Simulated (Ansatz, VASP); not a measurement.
MgO: VASP beside Ansatz

```
Mg O
1.0
     3.30779    0.00000    0.00000
    -1.65389    2.86463    0.00000
     0.00000    0.00000    4.98288
Mg O
2 2
Direct
  0.33333 0.66667 0.00216
  0.66667 0.33333 0.50216
  0.35398 0.68178 0.41113
  0.68732 0.34845 0.91113
```

Change from the starting cell: all O atoms moved +0.075 Å, as atom 3 along Cartesian [1 1 1].

Alike in both runs: task single point; functional PBE; k mesh 9 × 9 × 6; occupations gaussian, width 0.05 eV; no spin polarisation.

|  | VASP | Ansatz |
| --- | --- | --- |
| version | VASP 6.6.1 | Ansatz 0.2.0 |
| potentials or method | VASP PAW PBE potentials, release 64 (Mg, O) | scalar-relativistic, plane waves, PAW |
| plane-wave cutoff (eV) | 520 | 420 |
| valence electrons in the cell | 16 | 32 |

Ansatz gave:

| Quantity | Value |
| --- | --- |
| gap on the k mesh at the Fermi level (eV) | 3.41 |
| least direct gap on the mesh (eV) | 3.41 |
| pressure (GPa) | 3.5 |
| largest component of the traceless stress (GPa) | 3.03 |
| rms of the force components (eV/Å) | 0.420 |

Q: Which values does VASP return?

A: gap on the k mesh at the Fermi level (eV): 3.39; least direct gap on the mesh (eV): 3.39; pressure (GPa): 3.2; largest component of the traceless stress (GPa): 3.04; rms of the force components (eV/Å): 0.425.

Atom by atom the forces differ by 0.005 eV/Å (rms over components). The two sets of potentials don't hold the same shells in valence.

Caveats: an odd mesh through Γ misses points on the zone boundary, where band edges often lie.
